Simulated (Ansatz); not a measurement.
A run of Ansatz 0.2.0 is set up as follows.

input.yaml

```yaml
crystal:
  lattice:
    - [0.0, 2.60165, 2.60165]
    - [2.60165, 0.0, 2.60165]
    - [2.60165, 2.60165, 0.0]
  atoms:
    - { symbol: S, position: [0.499231, 0.503653, 0.509622] }
    - { symbol: Mg, position: [0.01475, -0.008204, -0.011666] }
kpoints:
  mp_grid: { grid: [9, 9, 9] }
scf:
  occupations: { method: fermi_dirac, width: 0.05 }
hamiltonian:
  xc: pbesol
  pseudopotentials: { kind: all_electron, lapw: { basis_error: 0.001 } }
output:
  forces: true
  stress: true
  eigenvalues: true
  populations: true
```

Potentials or basis: all-electron LAPW, scalar-relativistic.

The run is started by

```sh
$ ansatz run input.yaml --threads 1 --pin off --max-ram 3072MiB --backend cpu --events-out ev --progress --plain --runs-dir out
```

Problem. Predict the Loewdin charges.

Solution. S -1.27; Mg +1.44 e.

Problem. Predict the band gap on the k mesh.

Solution. 2.83 eV, indirect (least direct gap 3.59 eV).

Problem. Estimate the pressure.

Solution. -0.7 GPa.

Problem. Estimate the largest force.

Solution. 0.255 eV/Å.

Stress tensor (GPa, compression positive):
```
-0.11 -0.02  0.01
-0.02 -0.99  0.00
 0.01  0.00 -1.01
```

Caveat: an odd mesh through Γ misses points on the zone boundary, where band edges often lie.
